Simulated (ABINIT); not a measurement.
Runs of ABINIT 10.8.3 (patched build) on SnO. The structure is tetragonal, space group P4/nmm (No. 129). The conventional cell has a = 3.814 Å, b = 3.814 Å, c = 4.887 Å, α = 90.00°, β = 90.00°, γ = 90.00°. Sn (site symmetry 4mm) is surrounded by 4 O at 2.23 Å. O (site symmetry -4m2) is surrounded by 4 Sn at 2.23 Å. The cell is a database's computed one.

```tsv
task	level	potentials or basis	k mesh	cutoff (eV)	fine-grid cutoff	mesh quality	gap on the mesh (eV)	pressure (GPa)	largest force (eV/Å)
single point	PBE	JTH PAW PBE v2.0	3 × 3 × 2	626	1224.51 eV	coarse	1.14	3.1	0.40
single point	PBEsol	JTH PAW PBE v2.0	6 × 6 × 5	626	1224.51 eV	not flagged	0.14	-1.0	(a)
band structure	LDA-PZ	JTH PAW LDA v2.0	7 × 7 × 6	626	1224.51 eV	not flagged	0.47	-3.7	0.23
single point	LDA	JTH PAW LDA v2.0	3 × 3 × 2	626	1224.51 eV	coarse	1.23	-3.8	0.21
band structure	PBE	JTH PAW PBE v2.0 sp	7 × 7 × 6	626	1224.51 eV	not flagged	0.38	4.1	0.50
single point	r2SCAN	JTH PAW PBE v2.0	3 × 3 × 2	762	1360.57 eV	coarse	1.27	-	0.08
band structure	LDA	JTH PAW LDA v2.0	7 × 7 × 6	626	1224.51 eV	not flagged	0.47	-3.7	0.25
single point	LDA	JTH PAW LDA v2.0	9 × 9 × 8	626	1224.51 eV	not flagged	(b)	-3.7	0.25
```

Alike in all rows: no spin polarisation; cell as given; smearing fermi-dirac 0.05 eV.

Task: Estimate the missing entries.

Result: (a) 0.07; (b) 0.37.

Caveats: some runs use coarse meshes; spin-orbit coupling is left out, which moves the levels of the heavy elements; an odd mesh through Γ misses points on the zone boundary, where band edges often lie (some runs); the mesh misses the band edges, which the band path finds closer together (some runs); the PAW data sets were made with another functional, which shifts forces and pressure a little (some runs); this set keeps more shells in the core, which shifts pressures and gaps (some runs).

A k mesh can miss the band edges, and the runs leave out spin-orbit coupling on Sn.

Not every run made on this cell is shown here.
